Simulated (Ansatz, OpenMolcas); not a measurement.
## From Ansatz to OpenMolcas

Ansatz 0.2.0 runs this on doublet [CHF3]−:

job.yaml:
```yaml
crystal:
  periodic: [false, false, false]
  atoms:
    - symbol: F
      position_ang: [-0.668650, -0.329700, 1.079190]
    - symbol: C
      position_ang: [0.019500, 0.056360, 0.006820]
    - symbol: F
      position_ang: [1.047350, -0.773770, -0.157470]
    - symbol: F
      position_ang: [-0.772570, -0.035090, -1.059420]
    - symbol: H
      position_ang: [0.374370, 1.082210, 0.130870]
basis:
  gaussian:
    orbitals: def2-SVPD
total_charge: -1
magnetization:
  spin_polarized: true
  initial_magnetization: 1
hamiltonian:
  xc: r2scan
accuracy: high
output: {orbitals: {seedname: orbitals}}
```

```bash
$ ansatz run job.yaml --threads 1 --pin off --max-ram 3480MiB --events-out events.jsonl --progress --plain --runs-dir runs
```

The shape is that of a PBE0-D4/def2-TZVP optimisation. That shape belongs to the parent species and isn't relaxed for this state.

The HOMO lies above zero, from self-interaction, a short basis or an unbound electron.

It gives a total energy of -337.783444 Eh.

**Question.** Write the same calculation for OpenMolcas 26.06 as an input file of the program's own.

**Answer.** One way, which was run:

coord.xyz:
```
5

F     -0.668650    -0.329700     1.079190
C      0.019500     0.056360     0.006820
F      1.047350    -0.773770    -0.157470
F     -0.772570    -0.035090    -1.059420
H      0.374370     1.082210     0.130870
```

job.input:
```
* CHF3 Kohn-Sham DFT
>>> EXPORT MOLCAS_PRINT=2

&GATEWAY
 BasLib=$CurrDir
 Coord=coord.xyz
 Basis=def2-SVPD
 Group=NoSym

&SEWARD
 GridInput
 Grid=UltraFine
 End of Grid

&SCF
 UHF
 Charge=-1
 Spin=2
 KSDFT=2
 1.0 MGGA_X_R2SCAN
 1.0 MGGA_C_R2SCAN
 Thresholds=1e-10 1e-07 1e-07 1e-05
 PrOrbitals=0
```

```bash
$ export MOLCAS_MEM=1860
$ pymolcas job.input > job.log
```

(Basis files named in the input come from the Basis Set Exchange and aren't shown.)

Its energy is -337.783447 Eh, 0.003 mEh from the first.
